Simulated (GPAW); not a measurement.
Write an ASE script for GPAW 26.7.0 that does the following.

* Task: band structure
* Functional: PBE
* Potentials or basis: PAW data sets generated in the run's folder for this functional
* Cutoff: 600 eV
* Basis: pw
* k mesh: 8 × 8 × 8
* Occupations: fermi-dirac, width 0.05 eV
* Spin: no spin polarisation
* Maxiter: 150
* Band path: GXWKGLUWLK,UX
* Band points: 100

The structure of Si lies in Si.cif:

```cif
data_Si
_cell_length_a 3.84927886
_cell_length_b 3.84927886
_cell_length_c 3.84927886
_cell_angle_alpha 60.00000000
_cell_angle_beta 60.00000000
_cell_angle_gamma 60.00000000
_space_group_name_H-M_alt 'P1'
_space_group_name_Hall 'P 1'
_space_group_IT_number 1
loop_
_space_group_symop_operation_xyz
'x,y,z'
loop_
_atom_site_label
_atom_site_type_symbol
_atom_site_symmetry_multiplicity
_atom_site_Wyckoff_symbol
_atom_site_fract_x
_atom_site_fract_y
_atom_site_fract_z
_atom_site_occupancy
Si1 Si 1 a 0.5000000000 0.5000000000 0.5000000000 1
Si2 Si 1 a 0.7500000000 0.7500000000 0.7500000000 1
```

These files were run (other wordings do the same):

run.py

```python
from ase.dft.bandgap import bandgap
from ase.io import read, write
from ase.units import GPa
from gpaw import GPAW, PW, setup_paths

setup_paths.insert(0, '.')

atoms = read('Si.cif')

calc = GPAW(mode=PW(600),
            xc='PBE',
            kpts={'size': (8, 8, 8), 'gamma': True},
            occupations={'name': 'fermi-dirac', 'width': 0.05},
            nbands=11,
            convergence={'density': 1e-05, 'energy': 1e-05},
            maxiter=150,
            txt='gpaw.txt')
atoms.calc = calc
energy = atoms.get_potential_energy()
forces = atoms.get_forces()
stress = atoms.get_stress()
calc.write('gs.gpw')
write('result.traj', atoms)
print(f'Energy: {energy:.6f} eV')
print('Forces (eV/A):')
print(forces.round(4))
print('Stress (GPa):', (stress / GPa).round(3))
print('Fermi level:', round(calc.get_fermi_level(), 4), 'eV')
print(f'Gap: {bandgap(calc)[0]:.4f} eV, direct: {bandgap(calc, direct=True)[0]:.4f} eV')

path = atoms.cell.bandpath('GXWKGLUWLK,UX', npoints=100, eps=1e-4)
bs_calc = calc.fixed_density(kpts=path, symmetry='off', nbands=21,
                             convergence={'bands': 'CBM+6.0', 'eigenstates': 1e-6}, txt='bands.txt')
bs = bs_calc.band_structure()
bs.write('bs.json')
print(f'Gap on the path: {bandgap(bs_calc)[0]:.4f} eV')
```

Potentials or basis: PAW data sets generated in the run's folder for this functional, pw.

Launch:

```console
$ gpaw-setup -f PBE Si
$ OMP_NUM_THREADS=1 python run.py
```

It gave:

The pressure is 1.6 GPa. The band gap on the k mesh is 0.62 eV, indirect (least direct gap 2.56 eV) and the band gap along the path is 0.59 eV, indirect (least direct gap 2.56 eV).

Wall time 12 s on 1 thread of AMD EPYC 9R45 96-Core Processor (Zen 5), with other jobs on the host, peak memory 0.23 GiB.
